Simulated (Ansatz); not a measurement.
Molecular dynamics of WC

Input:

```yaml
accuracy: low
crystal:
  lattice:
    - [5.73086, 0.0, 0.0]
    - [-2.86543, 4.96307, 0.0]
    - [0.0, 0.0, 17.216395]
  atoms:
    - { symbol: W, position: [0.0, 0.0, 0.0580842] }
    - { symbol: C, position: [0.36369609, 0.16276086, 0.13438713] }
    - { symbol: W, position: [0.01556433, -0.00444918, 0.22395323] }
    - { symbol: C, position: [0.32104259, 0.12373685, 0.29832476] }
    - { symbol: W, position: [2.0e-08, 0.50000002, 0.0580842] }
    - { symbol: C, position: [0.31423064, 0.65540439, 0.13310231] }
    - { symbol: W, position: [0.00594459, 0.49354001, 0.22387763] }
    - { symbol: C, position: [0.34066075, 0.65903554, 0.29180995] }
    - { symbol: W, position: [0.49999998, 0.0, 0.0580842] }
    - { symbol: C, position: [0.83073128, 0.15670176, 0.13292914] }
    - { symbol: W, position: [0.51667502, -0.00127564, 0.23029057] }
    - { symbol: C, position: [0.84206174, 0.16705992, 0.29825826] }
    - { symbol: W, position: [0.5, 0.50000002, 0.0580842] }
    - { symbol: C, position: [0.830362, 0.67433446, 0.1384548] }
    - { symbol: W, position: [0.48827943, 0.49349963, 0.22377526] }
    - { symbol: C, position: [0.81251795, 0.6532673, 0.28604703] }
basis:
  ecutwfc: 420.0
kpoints:
  mp_grid: { grid: [2, 2, 1] }
hamiltonian:
  xc: pbe
  pseudopotentials: { kind: paw, azcp: { folder: soft_1 } }
scf:
  occupations: { method: fermi_dirac, width: 0.15 }
  lower_state_search: "off"
md:
  timestep: 1
  n_steps: 170
  ensemble: nvt_nose_hoover
  temperature: 1800.0
  initial_velocities: maxwell_boltzmann
  seed: 750527
  nose_hoover: { tau: 100.0, chain_length: 3 }
  constraints: [{ sites: [0, 4, 8, 12] }]
```

Command:

```bash
$ ansatz run input.yaml --threads 1 --pin off --max-ram 3072MiB --backend cpu --events-out ev --progress --plain --runs-dir out
```

It goes on from the last frame of an earlier run, with new velocities.

Output, in part (step lines):

```
md step     0: t =     0.00 fs  T =  1800.0 K  F+E_penalty+E_count = -85079.27121946 eV  E_kin = 2.792016 eV  conserved = -85076.47920348 eV  (11 SCF iters)
md step     1: t =     1.00 fs  T =  1770.4 K  F+E_penalty+E_count = -85079.22542785 eV  E_kin = 2.746176 eV  conserved = -85076.47925280 eV  (8 SCF iters)
md step     2: t =     2.00 fs  T =  1721.6 K  F+E_penalty+E_count = -85079.14958919 eV  E_kin = 2.670370 eV  conserved = -85076.47923092 eV  (8 SCF iters)
md step     3: t =     3.00 fs  T =  1653.7 K  F+E_penalty+E_count = -85079.04411327 eV  E_kin = 2.565032 eV  conserved = -85076.47912660 eV  (8 SCF iters)
md step     4: t =     4.00 fs  T =  1567.9 K  F+E_penalty+E_count = -85078.91079364 eV  E_kin = 2.431982 eV  conserved = -85076.47893052 eV  (8 SCF iters)
md step     5: t =     5.00 fs  T =  1466.4 K  F+E_penalty+E_count = -85078.75294286 eV  E_kin = 2.274554 eV  conserved = -85076.47863744 eV  (4 SCF iters)
md step     6: t =     6.00 fs  T =  1352.4 K  F+E_penalty+E_count = -85078.57546709 eV  E_kin = 2.097671 eV  conserved = -85076.47824705 eV  (3 SCF iters)
md step     7: t =     7.00 fs  T =  1230.0 K  F+E_penalty+E_count = -85078.38484981 eV  E_kin = 1.907819 eV  conserved = -85076.47776570 eV  (3 SCF iters)
[... lines left out ...]
md step   169: t =   169.00 fs  T =  1818.5 K  F+E_penalty+E_count = -85077.68695411 eV  E_kin = 2.820680 eV  conserved = -85076.47545642 eV  (3 SCF iters)
md step   170: t =   170.00 fs  T =  1737.3 K  F+E_penalty+E_count = -85077.55189630 eV  E_kin = 2.694794 eV  conserved = -85076.47524525 eV  (8 SCF iters)
```

The steps, from the saved trajectory:

```csv
time (fs),T (K),potential energy less start (eV),conserved less start (meV/atom)
0,1800,0.000,0.00
5,1466,0.518,0.04
10,867,1.453,0.20
15,608,1.859,0.28
20,982,1.286,0.15
25,1557,0.410,0.02
30,1803,0.054,-0.03
35,1488,0.570,0.02
40,897,1.511,0.23
45,793,1.690,0.27
50,1331,0.879,0.05
55,1739,0.290,-0.05
60,1556,0.626,0.11
65,1265,1.123,0.26
70,1369,1.004,0.17
75,1560,0.760,0.01
80,1335,1.167,0.13
85,1117,1.556,0.30
90,1428,1.125,0.12
95,1755,0.690,0.06
100,1744,0.788,0.08
105,1437,1.339,0.16
110,1065,1.975,0.20
115,833,2.381,0.28
120,980,2.198,0.29
125,1513,1.436,0.22
130,2101,0.615,0.06
135,2157,0.631,0.02
140,1560,1.644,0.24
145,1134,2.361,0.39
150,1409,1.981,0.21
155,1832,1.387,0.19
160,2090,1.056,0.19
165,2065,1.159,0.19
170,1737,1.719,0.25
```

All steps were run. The conserved energy stayed within 0.4 meV per atom of its start (net change 0.25 meV per atom), so the integration is sound. The mean temperature of the second half is 13 % below the set value. A run of 0.17 ps of so small a system gives no equilibrium averages. Limits of this set-up: coarse k mesh, thin slab, slab without dipole correction, low accuracy level.

Mean squared displacements from the first frame to the last: W 0.02 Å², C 0.09 Å².

Last frame:

```xyz
16
Lattice="5.7309 0.0000 0.0000 -2.8654 4.9631 0.0000 0.0000 0.0000 17.2164" Properties=species:S:1:pos:R:3
W 0.000 0.000 1.000
C 1.427 0.925 2.255
W 0.176 -0.014 3.936
C 1.433 1.050 5.160
W -1.433 2.482 1.000
C 0.089 3.171 2.408
W -1.358 2.617 3.970
C 0.019 3.413 5.365
W 2.865 0.000 1.000
C 4.460 0.938 2.577
W 2.893 0.070 4.007
C 4.347 0.571 5.213
W 1.433 2.482 1.000
C 2.981 3.330 2.283
W 1.503 2.522 4.050
C 2.979 3.292 5.133
```

Run time: 20 min on 1 thread of Arm Neoverse V1, on a shared host, peak memory 0.83 GiB.
